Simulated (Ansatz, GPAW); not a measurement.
Given: the input of a run of Ansatz 0.2.0 on Ca. This isn't the form of Ca at room conditions, which is fcc.

File input.yaml:

```yaml
crystal:
  lattice:
    - [-2.24, 2.24, 2.24]
    - [2.24, -2.24, 2.24]
    - [2.24, 2.24, -2.24]
  atoms:
    - { symbol: Ca, position: [0.0, 0.0, 0.0] }
kpoints:
  mp_grid: { grid: [8, 8, 8] }
scf:
  occupations: { method: gaussian, width: 0.05 }
hamiltonian:
  xc: lda
  pseudopotentials: { kind: all_electron, lapw: { basis_error: 0.001 } }
output:
  forces: true
  stress: true
  eigenvalues: true
```

Potentials or basis: all-electron LAPW, scalar-relativistic.

Run with:

```sh
$ ansatz run input.yaml --threads 1 --pin off --max-ram 3072MiB --backend cpu --events-out ev --progress --plain --runs-dir out
```

Set up the same calculation for GPAW 26.7.0 (ASE script). Potentials or basis there: the program's PAW data sets (release 1.2.1) made for this functional, cutoff 600 eV.

As run (cutoffs and basis follow the program's own potentials, and thresholds, step limits or extra output files can differ):

Contents of run.py:

```python
from ase.dft.bandgap import bandgap
from ase.io import read, write
from ase.units import GPa
from gpaw import GPAW, PW

atoms = read('POSCAR')

calc = GPAW(mode=PW(600),
            xc='LDA',
            kpts={'size': (8, 8, 8), 'gamma': True},
            occupations={'name': 'methfessel-paxton', 'order': 0, 'width': 0.05},
            nbands=12,
            convergence={'density': 1e-05, 'energy': 1e-05},
            maxiter=150,
            txt='gpaw.txt')
atoms.calc = calc
energy = atoms.get_potential_energy()
forces = atoms.get_forces()
stress = atoms.get_stress()
calc.write('gs.gpw')
write('result.traj', atoms)
print(f'Energy: {energy:.6f} eV')
print('Forces (eV/A):')
print(forces.round(4))
print('Stress (GPa):', (stress / GPa).round(3))
print('Fermi level:', round(calc.get_fermi_level(), 4), 'eV')
print(f'Gap: {bandgap(calc)[0]:.4f} eV, direct: {bandgap(calc, direct=True)[0]:.4f} eV')
```

POSCAR

```
Ca
1.0
   -2.2400000000      2.2400000000      2.2400000000
    2.2400000000     -2.2400000000      2.2400000000
    2.2400000000      2.2400000000     -2.2400000000
Ca
1
Direct
    0.0000000000      0.0000000000      0.0000000000
```

Potentials or basis: the program's PAW data sets (release 1.2.1) made for this functional, pw.

The run is started by

```sh
$ OMP_NUM_THREADS=1 python run.py
```

Both were run:

|  | Ansatz | GPAW |
| --- | --- | --- |
| Pressure | -2.5 GPa | -2.4 GPa |

Where Ansatz's input types no cutoff or centring, it takes its own default and a Γ-centred mesh.

The two programs' LDA may be different fits to the electron gas.

Pressure is positive in compression.
